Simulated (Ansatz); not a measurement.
C3H8S (`CCCS`) at its PBE0-D4/def2-TZVP geometry, where that method's forces vanish. The species carries charge 0 and has multiplicity 1.

```xyz
12

C    -1.3478   -0.0002    0.1018
C    -0.0217   -0.4146    0.7118
C     1.1634   -0.2575   -0.2256
S     1.5707    1.4507   -0.6806
H    -1.5499   -0.5540   -0.8201
H    -1.3582    1.0662   -0.1351
H    -2.1735   -0.1903    0.7905
H    -0.0706   -1.4685    1.0109
H     0.1658    0.1621    1.6226
H     2.0749   -0.6260    0.2507
H     1.0241   -0.8410   -1.1390
H     0.5227    1.6732   -1.4879
```

Question: What forces (eV/Å) does PBE-D4/def2-TZVPP give on these atoms in Ansatz? (Estimate.)

Answer: Ansatz gave: 
```
C1  -0.029 -0.011  0.007
C2  -0.018 -0.012  0.007
C3  -0.026 -0.057  0.019
S4   0.312  0.271  0.078
H5  -0.048 -0.105 -0.181
H6  -0.004  0.216 -0.055
H7  -0.173 -0.032  0.127
H8  -0.006 -0.213  0.071
H9   0.042  0.109  0.188
H10  0.192 -0.073  0.085
H11 -0.026 -0.132 -0.187
H12 -0.215  0.038 -0.158
```
